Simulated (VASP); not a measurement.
# CdSe (P6_3mc) in VASP: further runs

CdSe is run at these levels: PBEsol; tasks: single point.

All numbers are computed with VASP 6.6.1; they aren't measurements. Logs are shortened: lines on timing, memory, paths and dates and some standing lists are left out, and cuts for length are marked.

**Measured values to compare with.**

A printed reference work, data compilation reports, for a bulk crystal of CdSe at 2 K: band gap 1.841 eV.

The results are compared with them further down.

## 1. The cell of the first run

Symmetry: P6_3mc, No. 186, hexagonal system. Conventional cell: a = 4.183 Å, b = 4.183 Å, c = 6.830 Å, α = 90.00°, β = 90.00°, γ = 120.00°. Cd (site symmetry 3m) has 4 Se at 2.56 to 2.57 Å within 3.4 Å. Se (site symmetry 3m) has 4 Cd at 2.56 to 2.57 Å within 3.4 Å.

## 2. Single point, PBEsol (25.87 Å³/atom)

The input, INCAR:

```
ALGO     = Normal         # electronic algorithm
EDIFF    = 1E-6           # SCF threshold, eV
ENCUT    = 520            # plane-wave cutoff, eV
GGA      = PS             # functional
ISIF     = 2              # what is computed and relaxed
ISMEAR   = 0              # smearing method
LASPH    = T              # aspherical terms in the spheres
LCHARG   = T              # write CHGCAR
LELF     = T              # ELF
LREAL    = F              # projectors in reciprocal space
LVHAR    = T            
LWAVE    = F              # write WAVECAR
NBANDS   = 26             # bands
NELM     = 60             # most SCF steps
PREC     = Accurate       # precision mode
SIGMA    = 0.05           # smearing width, eV
```

The input, KPOINTS:

```
k-points
0
Gamma
  10 10 6
```

The input, POSCAR:

```
CdSe
1.0
    4.1830649953      0.0000000000      0.0000000000
   -2.0915324976      3.6226405516      0.0000000000
    0.0000000000      0.0000000000      6.8297603240
Cd Se
2 2
Direct
    0.3333333333      0.6666666667      0.0046962241
    0.6666666667      0.3333333333      0.5046962241
    0.3333333333      0.6666666667      0.3803037759
    0.6666666667      0.3333333333      0.8803037759
```

Potentials or basis: VASP PAW PBE potentials, release 64 (Cd, Se).

Command:

```
$ cat potpaw_PBE.64/Cd/POTCAR potpaw_PBE.64/Se/POTCAR > POTCAR
$ mpirun -np 1 vasp_std > vasp.out
```

OUTCAR:

```text
EDIFF = 1E-6
   ENCUT = 520
   GGA = PS
   ISIF = 2
   ISMEAR = 0
   LASPH = T
   LREAL = F
   NELM = 60
   PREC = Accurate

 ion  position               nearest neighbor table
   1  0.333  0.667  0.005-   4 2.56   4 2.56   4 2.56   3 2.57
   2  0.667  0.333  0.505-   3 2.56   3 2.56   3 2.56   4 2.57
   3  0.333  0.667  0.380-   2 2.56   2 2.56   2 2.56   1 2.57
   4  0.667  0.333  0.880-   1 2.56   1 2.56   1 2.56   2 2.57

  LATTYP: Found a hexagonal cell.
 ALAT       =     4.1830649953
 C/A-ratio  =     1.6327167595

  Lattice vectors:

 A1 = (   4.1830649953,   0.0000000000,   0.0000000000)
 A2 = (  -2.0915324976,   3.6226405516,   0.0000000000)
 A3 = (   0.0000000000,   0.0000000000,   6.8297603240)

Analysis of symmetry for initial positions (statically):
=====================================================================
 Subroutine PRICEL returns:
 Original cell was already a primitive cell.

 Routine SETGRP: Setting up the symmetry group for a
 hexagonal supercell.

 Subroutine GETGRP returns: Found 12 space group operations
 (whereof  6 operations were pure point group operations)
 out of a pool of 24 trial point group operations.

The static configuration has the point symmetry C_3v.
 The point group associated with its full space group is C_6v.

Analysis of symmetry for dynamics (positions and initial velocities):
=====================================================================
 Subroutine PRICEL returns:
 Original cell was already a primitive cell.

 Routine SETGRP: Setting up the symmetry group for a
 hexagonal supercell.

 Subroutine GETGRP returns: Found 12 space group operations
 (whereof  6 operations were pure point group operations)
 out of a pool of 24 trial point group operations.

The dynamic configuration has the point symmetry C_3v.
 The point group associated with its full space group is C_6v.

 Subroutine INISYM returns: Found 12 space group operations
 (whereof  6 operations are pure point group operations),
 and found     1 'primitive' translations

----------------------------------------------------------------------------------------

                                     Primitive cell

  volume of cell :     103.4964

  direct lattice vectors                    reciprocal lattice vectors
     4.183064995  0.000000000  0.000000000     0.239059159  0.138020870  0.000000000
    -2.091532498  3.622640552  0.000000000     0.000000000  0.276041740  0.000000000
     0.000000000  0.000000000  6.829760324     0.000000000  0.000000000  0.146418022

  length of vectors
     4.183064995  4.183064995  6.829760324     0.276041740  0.276041740  0.146418022

  position of ions in fractional coordinates (direct lattice)
     0.333333333  0.666666667  0.004696224
     0.666666667  0.333333333  0.504696224
     0.333333333  0.666666667  0.380303776
     0.666666667  0.333333333  0.880303776

  ion indices of the primitive-cell ions
   primitive index   ion index
                 1           1
                 2           2
                 3           3
                 4           4

----------------------------------------------------------------------------------------

 KPOINTS: k-points

Automatic generation of k-mesh.
 Grid dimensions read from file:
 generate k-points for:   10   10    6

 Generating k-lattice:

  Cartesian coordinates                     Fractional coordinates (reciprocal lattice)
     0.023905916  0.013802087  0.000000000     0.100000000 -0.000000000  0.000000000
     0.000000000  0.027604174  0.000000000     0.000000000  0.100000000  0.000000000
     0.000000000  0.000000000  0.024403004     0.000000000  0.000000000  0.166666667

  Length of vectors
     0.027604174  0.027604174  0.024403004

  Shift w.r.t. Gamma in fractional coordinates (k-lattice)
     0.000000000  0.000000000  0.000000000

 Subroutine IBZKPT returns following result:
 ===========================================

 Found     56 irreducible k-points:

 Following reciprocal coordinates:
            Coordinates               Weight
  0.000000  0.000000  0.000000      1.000000
  0.100000  0.000000  0.000000      6.000000
  0.200000  0.000000  0.000000      6.000000
  0.300000  0.000000  0.000000      6.000000
  0.400000  0.000000  0.000000      6.000000
  0.500000  0.000000  0.000000      3.000000
[... 16 lines left out ...]
  0.300000  0.100000  0.166667     24.000000
  0.400000  0.100000  0.166667     24.000000
 [... further k-points ...]
   k-points           NKPTS =     56   k-points in BZ     NKDIM =     56   number of bands    NBANDS=     26
   number of dos      NEDOS =    301   number of ions     NIONS =      4
   total plane-waves  NPLWV =  55296
   dimension x,y,z NGX =    32 NGY =   32 NGZ =   54
   dimension x,y,z NGXF=    64 NGYF=   64 NGZF=  108
   ions per type =               2   2
   NGX,Y,Z   is equivalent  to a cutoff of  12.72, 12.72, 13.14 a.u.
   NGXF,Y,Z  is equivalent  to a cutoff of  25.44, 25.44, 26.29 a.u.
 SYSTEM =  unknown system
   PREC   = accura    normal or accurate (medium, high low for compatibility)
   ISTART =      0    job   : 0-new  1-cont  2-samecut
   ICHARG =      2    charge: 1-file 2-atom 10-const
   ISPIN  =      1    spin polarized calculation?
   LNONCOLLINEAR =      F non collinear calculations
   LSORBIT =      F    spin-orbit coupling
   LASPH  =      T    aspherical Exc in radial PAW
   ENCUT  =  520.0 eV  38.22 Ry    6.18 a.u.   7.78  7.78 12.70*2*pi/ulx,y,z
   NELM   =     60;   NELMIN=  2; NELMDL= -5     # of ELM steps
   EDIFF  = 0.1E-05   stopping-criterion for ELM
   LREAL  =      F    real-space projection
   EDIFFG = 0.1E-04   stopping-criterion for IOM
   NSW    =      0    number of steps for IOM
   IBRION =     -1    ionic relax: 0-MD 1-quasi-New 2-CG
   NFREE  =      0    steps in history (QN), initial steepest desc. (CG)
   ISIF   =      2    stress and relaxation
   ISYM   =      2    0-nonsym 1-usesym 2-fastsym
   POTIM  = 0.5000    time-step for ionic-motion
   TEBEG  =    0.0;   TEEND  =   0.0 temperature during run
   PSTRESS=    0.0 pullay stress
   NELECT =      36.0000    total number of electrons
   NUPDOWN=      -1.0000    fix difference up-down
   EMIN   =  10.00;   EMAX   =-10.00  energy-range for DOS
   EFERMI =   0.00;   METHOD = LEGACY
   ISMEAR =     0;   SIGMA  =   0.05  broadening in eV -4-tet -1-fermi 0-gaus
   EFERMI_NEDOS =   21; number of points for ismear=-14 and -15
   IALGO  =     38    algorithm
   IMIX   =      4    mixing-type and parameters
     AMIX     =   0.40;   BMIX     =  1.00
     AMIX_MAG =   1.60;   BMIX_MAG =  1.00
  volume/ion in A,a.u.               =      25.87       174.61
  Fermi-wavevector in a.u.,A,eV,Ry     =   1.151332  2.175702 18.035410  1.325565
  Thomas-Fermi vector in A             =   2.287990
   LORBIT       =      0    0 simple, 1 ext, 2 COOP (PROOUT), +10 PAW based schemes
   GGA     = PS    functional components
   LHFCALC =     F    Hartree Fock is set to
   AEXX    =    0.0000 exact exchange contribution
   IVDW    =     0    specifies the selected vdW correction
   LEPSILON=     F    determine dielectric tensor
   LRPA    =     F    only Hartree local field effects (RPA)
 non-spin polarized calculation
 Gauss-broadening in eV      SIGMA  =   0.05
  energy-cutoff  :      520.00
  volume of cell :      103.50
 maximum number of plane-waves:      2816
 NGX is ok and might be reduce to    32
   NGX = 15   NGY = 15   NGZ = 25

 number of electron      36.0000009 magnetization

 Free energy of the ion-electron system (eV)
  ---------------------------------------------------
  ext. energy  EPLUGINS =         0.00000000
  ---------------------------------------------------
  free energy    TOTEN  =       -12.19115356 eV

  energy without entropy =      -12.19115356  energy(sigma->0) =      -12.19115356

 E-fermi :   1.7879     XC(G=0):  -9.4791

 val. band max:        1.5219379446   @ k =   0.0000   0.0000   0.0000
 cond. band min:       2.2373965017   @ k =   0.0000   0.0000   0.0000
 fundamental gap:      0.7154585571
 Fermi energy:         1.7878648141

 k-point     1 :       0.0000    0.0000    0.0000
  band No.  band energies     occupation
      1     -11.6257      2.00000
      2     -11.1594      2.00000
      3      -6.7169      2.00000
      4      -6.7078      2.00000
      5      -6.7078      2.00000
      6      -6.6222      2.00000
[... 18 lines left out ...]
     25       8.5487      0.00000
     26       9.3961      0.00000

 k-point     2 :       0.1000    0.0000    0.0000
  band No.  band energies     occupation
      1     -11.5875      2.00000
      2     -11.1417      2.00000
      3      -6.7059      2.00000
      4      -6.6935      2.00000
      5      -6.6829      2.00000
      6      -6.6062      2.00000
[... 18 lines left out ...]
     25       8.8156      0.00000
     26       9.1468      0.00000

 k-point     3 :       0.2000    0.0000    0.0000
  band No.  band energies     occupation
      1     -11.4840      2.00000
      2     -11.0975      2.00000
      3      -6.6729      2.00000
      4      -6.6588      2.00000
      5      -6.6124      2.00000
      6      -6.5532      2.00000
[... 18 lines left out ...]
     25       8.6912      0.00000
     26       9.5214      0.00000

 k-point     4 :       0.3000    0.0000    0.0000
  band No.  band energies     occupation
      1     -11.3470      2.00000
      2     -11.0495      2.00000
      3      -6.6397      2.00000
      4      -6.6237      2.00000
      5      -6.5210      2.00000
      6      -6.4846      2.00000
[... 18 lines left out ...]
     25       9.3260      0.00000
     26       9.6813      0.00000
[... 496 lines left out ...]
      1     -11.3724      2.00000
      2     -11.0854      2.00000
      3      -6.6386      2.00000
      4      -6.6324      2.00000
      5      -6.5487      2.00000
      6      -6.5282      2.00000
[... 18 lines left out ...]
     25       9.2632      0.00000
     26       9.5774      0.00000

 k-point    23 :       0.3000    0.1000    0.1667
  band No.  band energies     occupation
      1     -11.2461      2.00000
      2     -11.0424      2.00000
      3      -6.6166      2.00000
      4      -6.6034      2.00000
      5      -6.4901      2.00000
      6      -6.4652      2.00000
[... 18 lines left out ...]
     25       9.3125      0.00000
     26       9.9801      0.00000

 k-point    24 :       0.4000    0.1000    0.1667
  band No.  band energies     occupation
      1     -11.1564      2.00000
      2     -11.0269      2.00000
      3      -6.6102      2.00000
      4      -6.5868      2.00000
      5      -6.4534      2.00000
      6      -6.4299      2.00000
[... 18 lines left out ...]
     25       9.6442      0.00000
     26      10.8520      0.00000

 [... further k-points ...]

------------------------ aborting loop because EDIFF is reached ----------------------------------------

  FORCE on cell =-STRESS in cart. coord.  units (eV):
  Direction    XX          YY          ZZ          XY          YZ          ZX
  --------------------------------------------------------------------------------------
  -------------------------------------------------------------------------------------
  Total        3.7242122      3.7242122      3.7365936      0.0000000      0.0000000      0.0000000
  in kB       57.6527044     57.6527044     57.8443745      0.0000000      0.0000000      0.0000000
  external PRESSURE =      57.7165944 kB  Pullay stress =       0.0000000 kB

 VOLUME and BASIS-vectors are now :
 -----------------------------------------------------------------------------
  energy-cutoff  :      520.00
  volume of cell :      103.50
      direct lattice vectors                 reciprocal lattice vectors
     4.183064995  0.000000000  0.000000000     0.239059159  0.138020870  0.000000000
    -2.091532498  3.622640552  0.000000000     0.000000000  0.276041740  0.000000000
     0.000000000  0.000000000  6.829760324     0.000000000  0.000000000  0.146418022

 POSITION                                       TOTAL-FORCE (eV/Angst)
 -----------------------------------------------------------------------------------
     -0.00000      2.41509      0.03207         0.000000      0.000000      0.011258
      2.09153      1.20755      3.44695        -0.000000      0.000000      0.011258
     -0.00000      2.41509      2.59738         0.000000     -0.000000     -0.011258
      2.09153      1.20755      6.01226        -0.000000      0.000000     -0.011258
 -----------------------------------------------------------------------------------
    total drift:                               -0.000000      0.000000     -0.000212

  FREE ENERGIE OF THE ION-ELECTRON SYSTEM (eV)
  ---------------------------------------------------
  free  energy   TOTEN  =       -12.1911535583 eV

  energy  without entropy=      -12.1911535583  energy(sigma->0) =      -12.19115356
```

It took 95 s on 1 thread of Intel Xeon Platinum 8488C (Sapphire Rapids), shared host; peak memory 0.3 GiB.

What came out:

```yaml
Free_energy: -12.1912 eV
Pressure: 5.8 GPa
Largest_force: 0.011 eV/Å
Band_gap_on_the_k_mesh: 0.72 eV
```

Forces in eV/Å, atoms in the order of the input:
```
Cd   0.000  0.000  0.011
Cd   0.000  0.000  0.011
Se   0.000  0.000 -0.011
Se   0.000  0.000 -0.011
```

Caveat: the cell stands under pressure; the PAW data sets were made with another functional, which shifts forces and pressure a little.

(Continued in part 2 of 2.)
